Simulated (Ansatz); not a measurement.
A relaxation computed with Ansatz, from input to last step.

```yaml
crystal:
  lattice:
    - [0.0, 4.3328214717, 4.3328214717]
    - [4.3328214717, 0.0, 4.3328214717]
    - [4.3328214717, 4.3328214717, 0.0]
  atoms:
    - { symbol: Ti, position: [0.5033117035, 0.996729903, 0.99801652] }
    - { symbol: Ti, position: [0.4941856327, 0.0039102541, 0.4976215195] }
    - { symbol: Ti, position: [0.4973285108, 0.5034729758, 0.0012108885] }
    - { symbol: C, position: [0.4979570995, 0.5017452826, 0.5003586742] }
    - { symbol: C, position: [0.9965072432, 0.0063045622, 0.9989232124] }
    - { symbol: Ti, position: [0.0003003637, 0.9972960739, 0.4958374042] }
    - { symbol: C, position: [0.002145274, 0.4988338716, 0.9947892081] }
    - { symbol: C, position: [0.9983009339, 0.5056818991, 0.5015508955] }
    - { symbol: C, position: [0.2414503822, 0.243799116, 0.2575075459] }
    - { symbol: Ti, position: [0.2472916568, 0.2463569621, 0.7550712535] }
    - { symbol: Ti, position: [0.2559408815, 0.752242962, 0.2470446626] }
    - { symbol: C, position: [0.243710737, 0.7464764545, 0.7545921512] }
    - { symbol: Ti, position: [0.7579036265, 0.2537130645, 0.2406682537] }
    - { symbol: Ti, position: [0.7590500104, 0.2490144857, 0.7432967928] }
    - { symbol: C, position: [0.7447022717, 0.7560553315, 0.2509277404] }
    - { symbol: C, position: [0.7582429471, 0.7496790558, 0.7417299687] }
  symmetry: { detect: false }
basis:
  ecutwfc: 420
kpoints:
  mp_grid: { grid: [3, 3, 3], shift: [0.0, 0.0, 0.0] }
hamiltonian:
  xc: pbe
scf:
  occupations: { method: gaussian, width: 0.1 }
  lower_state_search: "off"
output:
  forces: true
  stress: true
  eigenvalues: true
relax:
  adjacent_minimum: "off"
  f_tol: 0.04
  max_steps: 50
  cell: { stress_tol: 0.3 }
```

```bash
ansatz run input.yaml --threads 4 --pin off --max-ram 9216MiB --backend cpu --events-out ev --progress --plain --runs-dir out
```

The calculation used DFT PBE, scalar-relativistic, plane waves, PAW in Ansatz.

Of 32 frames 10 are shown, positions in Å and forces in eV/Å; the SCF threshold varies from step to step. Steps run on the plane waves of an earlier cell, with a Pulay correction in the pressure. The basis is chosen afresh for the last frame, the zero of the energies, and at times for earlier ones too; energy and pressure can step there, also at an unchanged geometry. Here that happened at step 27 (-52 meV/atom, 5.3 GPa); frames between the last choice of the basis and such a step carry an error that grows, as the cell changes, to that size.

```xyz
16
Lattice="0.0000 4.3328 4.3328 4.3328 0.0000 4.3328 4.3328 4.3328 0.0000" Properties=species:S:1:pos:R:3:forces:R:3 pbc="T T T" step=1 free_energy_over_end_meV_per_atom=2115.06 pressure_GPa=20.87
Ti    8.6429    6.5050    6.4994   -0.7078    4.5223    0.3680
Ti    2.1730    4.2973    2.1582   -4.1666    0.6193   -4.1488
Ti    2.1867    2.1601    4.3363   -0.3423   -4.5471   -1.1789
C     4.3419    4.3255    4.3315    0.5552    0.2472    0.4687
C     4.3555    8.6458    4.3450   -0.9204    0.2007   -0.7240
Ti    6.4695    2.1497    4.3224    0.0092    4.3946   -1.2280
C     6.4716    4.3195    2.1707    1.4277    0.1456    2.1594
C     4.3642    6.4986    6.5165    0.4553   -1.0808    0.0651
C     2.1721    2.1619    2.1025    0.5617   -0.6990    0.3959
Ti    4.3390    4.3431    2.1389    4.1150   -4.1963    1.1258
Ti    4.3297    2.1793    4.3683   -0.1197   -0.7710   -4.3444
C     6.5039    4.3255    4.2903   -0.0090   -0.0603   -1.3317
Ti    2.1421    4.3266    4.3832    0.8500    0.0706    4.3425
Ti    4.2995    6.5094    4.3678    0.4195   -0.8205    4.5551
C     4.3631    4.3139    6.5025   -1.2517    1.5021    0.0841
C     6.4620    6.4991    6.5336   -0.8760    0.4727   -0.6086
16
Lattice="-0.1708 4.2780 4.2969 4.5982 -0.1225 4.2487 4.6373 4.2688 -0.1616" Properties=species:S:1:pos:R:3:forces:R:3 pbc="T T T" step=4 free_energy_over_end_meV_per_atom=988.12 pressure_GPa=2.35
Ti    8.9411    6.7497    6.3116   -0.6353    2.6336    0.4437
Ti    2.0099    4.3877    1.7201   -0.8507    0.2715   -1.3445
Ti    2.1853    1.8194    3.8830   -0.8356    2.3171   -1.0419
C     4.5763    4.0212    4.5166   -0.7146   -0.9650    1.0447
C     4.6134    8.3192    4.3129    0.5420   -1.0459    0.4108
Ti    6.8868    2.2894    3.8373   -0.4316   -0.9036   -1.0961
C     7.0416    4.2786    2.3717   -0.5436   -0.8805    1.1488
C     4.6624    6.0626    6.4705    1.2188   -1.1480    1.2915
C     2.1117    2.1316    1.7333   -1.1047    0.0077   -1.1030
Ti    4.8342    4.0191    2.3142    0.6967   -0.6441    0.4991
Ti    4.5699    1.7697    4.0806    0.3267   -1.3476    2.4656
C     6.9154    4.1918    3.7756    0.2918    0.9377   -1.1322
Ti    2.2517    4.2401    4.7192    0.3435   -0.2432    2.5275
Ti    4.4927    6.2061    4.5816    0.6894    0.0222   -0.6595
C     4.4152    4.6025    6.3981    0.7790    1.2393   -1.6844
C     6.6033    6.4773    5.9288    0.2282   -0.2510   -1.7705
16
Lattice="-1.0124 4.0697 3.9809 4.2768 -0.8424 3.8109 4.2935 3.9164 -0.8591" Properties=species:S:1:pos:R:3:forces:R:3 pbc="T T T" step=8 free_energy_over_end_meV_per_atom=373.04 pressure_GPa=3.84
Ti    7.6797    5.8426    5.1195    0.8698    0.3162    0.2930
Ti    1.4386    4.3351    0.9263   -0.0553   -0.2185    0.8051
Ti    1.7591    1.6794    3.1484    0.7129    0.0826   -0.5811
C     3.4929    3.1416    4.0968   -0.2048   -0.4355   -2.1539
C     3.3599    7.3476    3.4727    0.0528   -0.6907   -0.0710
Ti    6.5330    1.5931    2.7999    0.7589    0.5001    0.1097
C     6.3917    3.5410    1.6052    0.3303    0.4405   -1.6984
C     3.6170    5.1652    5.8331   -0.7176    0.7652    0.0822
C     1.5428    2.1924    1.0257    0.7161    0.0620    0.5050
Ti    4.2196    3.1577    1.8948   -0.3850   -0.3040   -0.6101
Ti    4.2017    0.5643    3.8175   -1.1339   -0.9430   -0.4095
C     6.2931    3.5886    2.8928   -0.6099    0.1391    2.2039
Ti    1.1225    3.9549    4.5601    0.2530   -0.0649   -0.1066
Ti    3.7324    5.3601    3.7633    0.3558   -0.0205    0.1520
C     3.5461    3.8721    5.2814   -0.1789    0.3595    1.2976
C     5.7873    5.6323    4.4200   -0.7642    0.0118    0.1822
16
Lattice="-1.5639 3.9561 3.8433 4.0118 -1.1518 3.4312 4.1682 3.7004 -1.3081" Properties=species:S:1:pos:R:3:forces:R:3 pbc="T T T" step=11 free_energy_over_end_meV_per_atom=199.84 pressure_GPa=-0.20
Ti    6.9643    5.2637    4.2432   -0.1504   -0.3558   -0.0975
Ti    1.0916    4.0333    0.8763   -0.3458   -0.6038    0.0221
Ti    1.4582    1.6641    2.7211   -0.3876    0.7504    0.3052
C     3.0867    2.6759    3.5630    0.3874   -0.1850   -0.0291
C     2.7115    6.8892    2.8419   -0.0670    0.2349   -0.0958
Ti    6.2300    1.3180    2.0582   -0.0778    0.0966   -0.5150
C     6.0077    3.3775    1.2179   -0.0736   -0.0410   -0.0083
C     2.6437    4.8169    5.1588   -0.1433    0.0840   -0.0795
C     1.7030    2.0178    0.6546    0.0224   -0.0058   -0.2073
Ti    3.8143    2.7967    1.1901    0.1002    0.2493   -0.0527
Ti    3.8402    0.1378    3.3005    0.1956    0.0296    0.2042
C     5.7336    3.3676    2.5305    0.2617    0.2400    0.7262
Ti    0.6374    3.8066    4.4773   -0.2515   -0.1352   -0.2900
Ti    3.1510    4.8727    3.1671   -0.0194   -0.2469   -0.4049
C     2.9305    3.4768    4.8353    0.5378   -0.0780    0.4820
C     5.0548    5.1267    3.6468    0.0110   -0.0333    0.0406
16
Lattice="-1.5035 3.8463 3.8286 4.0352 -1.1599 3.4850 4.1811 3.6485 -1.3058" Properties=species:S:1:pos:R:3:forces:R:3 pbc="T T T" step=15 free_energy_over_end_meV_per_atom=125.46 pressure_GPa=0.42
Ti    7.0612    5.0447    4.2555    0.0437    0.0827    0.0162
Ti    1.0796    3.8436    0.9316   -0.0916    0.2056   -0.2407
Ti    1.5153    1.7189    2.6894    0.0216    0.0068   -0.1141
C     3.1895    2.5347    3.6703   -0.1366    0.1952    0.0169
C     2.7598    6.7031    2.8115    0.0280   -0.0054   -0.1734
Ti    6.2106    1.2983    1.9338   -0.0476   -0.2985   -0.1524
C     5.9400    3.3413    1.4505   -0.3566   -0.0006    0.7995
C     2.6493    4.7333    5.1472   -0.0243   -0.0279   -0.1390
C     1.7559    1.9398    0.5384   -0.0879   -0.0840   -0.0568
Ti    3.8037    2.8126    0.9720   -0.0465   -0.0601    0.1055
Ti    3.8979    0.0955    3.3156   -0.0970   -0.0279    0.0349
C     5.9298    3.7665    2.8620    1.1996   -0.6560   -0.9825
Ti    0.6659    3.5809    4.6167    0.2131    0.0028   -0.1175
Ti    3.1287    4.6132    3.1163   -0.0510    0.0306   -0.0463
C     3.1215    3.4113    4.9865   -0.0745   -0.0678    0.2810
C     5.1353    4.7946    3.5200   -0.4922    0.7044    0.7685
16
Lattice="-1.3207 4.2354 3.6972 3.9570 -1.1119 3.4883 3.9886 4.0581 -1.1434" Properties=species:S:1:pos:R:3:forces:R:3 pbc="T T T" step=18 free_energy_over_end_meV_per_atom=92.57 pressure_GPa=0.18
Ti    7.1086    5.9277    4.2091   -0.2474   -0.5084    0.0734
Ti    1.0040    4.3540    0.5529    0.4312    0.3394    0.2244
Ti    1.6511    1.7300    2.5859    0.6074    0.0769   -0.1603
C     2.8717    3.2698    3.5664    0.1208    0.1091   -0.1310
C     2.8041    7.3458    2.8311    0.0111   -0.0516   -0.2109
Ti    5.9870    1.4942    2.0429    0.0284    0.0107   -0.1206
C     5.6253    3.5830    1.9294    0.3290    0.6185   -0.4412
C     2.5317    5.3452    5.1814   -0.4709   -0.2910    0.2168
C     1.5073    2.2531    0.5644   -0.5158   -0.0439    0.6682
Ti    3.6617    3.1304    1.1882   -0.1465    0.0007    0.3610
Ti    3.8970   -0.0883    3.3165    0.1687    0.6037    0.1523
C     6.1042    4.5304    3.0125   -0.5446   -0.1059   -0.0912
Ti    0.8840    3.6885    4.5461    0.0111    0.1191    0.1871
Ti    3.1194    5.3702    3.1631    0.0179   -0.7528   -0.1555
C     3.0772    3.9930    4.9287   -0.2298    0.0172   -0.3404
C     5.1173    5.4804    3.6317    0.4294   -0.1420   -0.2319
16
Lattice="-1.3085 4.2686 3.5892 3.9206 -1.2043 3.4850 3.9181 4.1620 -1.2018" Properties=species:S:1:pos:R:3:forces:R:3 pbc="T T T" step=22 free_energy_over_end_meV_per_atom=70.18 pressure_GPa=-0.06
Ti    7.0833    5.9451    4.0249   -0.1333    0.0051    0.0410
Ti    1.0643    4.5933    0.5399   -0.0364   -0.0987    0.1627
Ti    1.7850    1.6735    2.4713   -0.1539    0.1231   -0.2259
C     2.8874    3.2673    3.4510   -0.0281   -0.0849   -0.1047
C     2.7674    7.3853    2.6720    0.0388    0.0517   -0.0923
Ti    5.8663    1.5218    2.0227    0.0038   -0.0832    0.1882
C     5.5654    3.6424    1.8119    0.1711   -0.0563    0.0612
C     2.3493    5.3136    5.0606    0.0123   -0.0770   -0.0933
C     1.2103    2.5330    0.6416    0.2829   -0.1515   -0.0212
Ti    3.5942    3.1528    1.1495   -0.0142    0.0832    0.0461
Ti    3.8996   -0.2013    3.3171    0.0548   -0.0462    0.1388
C     6.0137    4.5976    2.8579    0.1635    0.2632   -0.1289
Ti    0.9092    3.5164    4.5026   -0.1624    0.1404    0.0724
Ti    3.0336    5.3698    3.0375   -0.1516    0.0702    0.0602
C     3.0342    3.9945    4.7994    0.0247    0.0110    0.0069
C     5.0621    5.5600    3.4759   -0.0721   -0.1501   -0.1112
16
Lattice="-1.3177 4.2855 3.5670 3.9171 -1.2078 3.4570 3.9152 4.1737 -1.2059" Properties=species:S:1:pos:R:3:forces:R:3 pbc="T T T" step=25 free_energy_over_end_meV_per_atom=68.22 pressure_GPa=0.06
Ti    7.0597    5.9813    3.9771   -0.0235   -0.0095    0.0046
Ti    1.0636    4.6133    0.5434    0.0060   -0.0036    0.0065
Ti    1.7621    1.6791    2.4256   -0.0110   -0.0025    0.0033
C     2.8794    3.2785    3.4036    0.0040   -0.0261   -0.0162
C     2.7618    7.4150    2.6444   -0.0399   -0.0024   -0.0255
Ti    5.8655    1.5176    2.0150    0.0085    0.0163    0.0337
C     5.5872    3.6406    1.8045   -0.0158   -0.0038   -0.0290
C     2.3246    5.3224    5.0152    0.0414    0.0026    0.0069
C     1.2331    2.5428    0.6235   -0.0150    0.0293   -0.0220
Ti    3.6011    3.1636    1.1512    0.0166   -0.0389    0.0554
Ti    3.8980   -0.2059    3.3050    0.0122    0.0154    0.0049
C     6.0112    4.6310    2.8210    0.0218   -0.0137   -0.0163
Ti    0.8899    3.5254    4.4770    0.0182    0.0240   -0.0155
Ti    3.0031    5.3907    3.0112   -0.0126    0.0169   -0.0181
C     3.0209    4.0087    4.7552   -0.0042   -0.0138    0.0290
C     5.0365    5.5731    3.4246   -0.0067    0.0098   -0.0017
16
Lattice="-1.4503 4.3794 3.5012 3.9553 -1.3700 3.4209 3.8587 4.2024 -1.2733" Properties=species:S:1:pos:R:3:forces:R:3 pbc="T T T" step=29 free_energy_over_end_meV_per_atom=0.95 pressure_GPa=-0.02
Ti    6.9651    5.9799    3.8216   -0.0308   -0.0198   -0.0302
Ti    0.9605    4.7437    0.4708   -0.0408   -0.0298    0.0056
Ti    1.7255    1.6100    2.3448    0.0116   -0.0246   -0.1001
C     2.8164    3.2555    3.3092    0.0131    0.1115    0.0888
C     2.5949    7.4913    2.5243    0.0235   -0.0061   -0.0616
Ti    5.8599    1.4101    1.9614    0.0646    0.0576   -0.0186
C     5.5594    3.5459    1.7234   -0.0203    0.0207    0.0012
C     2.1828    5.3105    4.9037   -0.0559   -0.0333   -0.0437
C     1.1666    2.6490    0.6172   -0.0146   -0.0098    0.0152
Ti    3.5491    3.0941    1.0944    0.0786    0.0199    0.0187
Ti    3.8973   -0.3477    3.2990    0.0092   -0.0581   -0.0336
C     5.9331    4.6012    2.6928   -0.0755   -0.0047    0.0219
Ti    0.8002    3.4816    4.3969    0.0058    0.0229    0.0777
Ti    2.8658    5.4061    2.8964    0.0562   -0.0307    0.0094
C     2.9305    4.0032    4.6580   -0.0320    0.0064    0.0301
C     4.9275    5.5527    3.2631    0.0072   -0.0218    0.0193
16
Lattice="-1.4426 4.3836 3.4917 3.9608 -1.3731 3.4221 3.8591 4.2123 -1.2714" Properties=species:S:1:pos:R:3:forces:R:3 pbc="T T T" step=32 free_energy_over_end_meV_per_atom=0.00 pressure_GPa=0.02
Ti    6.9739    5.9895    3.8117   -0.0087   -0.0080   -0.0001
Ti    0.9634    4.7515    0.4706   -0.0086   -0.0012    0.0063
Ti    1.7344    1.6089    2.3326   -0.0013   -0.0020   -0.0017
C     2.8265    3.2657    3.3085   -0.0004    0.0087    0.0113
C     2.6076    7.4996    2.5114    0.0059   -0.0042   -0.0015
Ti    5.8707    1.4187    1.9672    0.0006    0.0049    0.0071
C     5.5660    3.5530    1.7265   -0.0048   -0.0104   -0.0020
C     2.1846    5.3154    4.8926   -0.0019    0.0060   -0.0038
C     1.1625    2.6545    0.6150   -0.0040    0.0076    0.0031
Ti    3.5602    3.1029    1.0981    0.0045   -0.0088   -0.0076
Ti    3.9011   -0.3566    3.3000    0.0075   -0.0052   -0.0076
C     5.9345    4.6111    2.6917    0.0049    0.0042   -0.0074
Ti    0.8089    3.4842    4.3926    0.0015    0.0030    0.0045
Ti    2.8784    5.4134    2.8926    0.0017    0.0152   -0.0059
C     2.9369    4.0100    4.6551    0.0022   -0.0085    0.0048
C     4.9349    5.5626    3.2614    0.0009   -0.0013    0.0006
```

The run took 5.9 min on 4 threads of Intel(R) Xeon(R) Processor @ 2.50GHz (Skylake/Cascade Lake), on a shared host, peak memory 0.72 GiB.

The k mesh is coarse.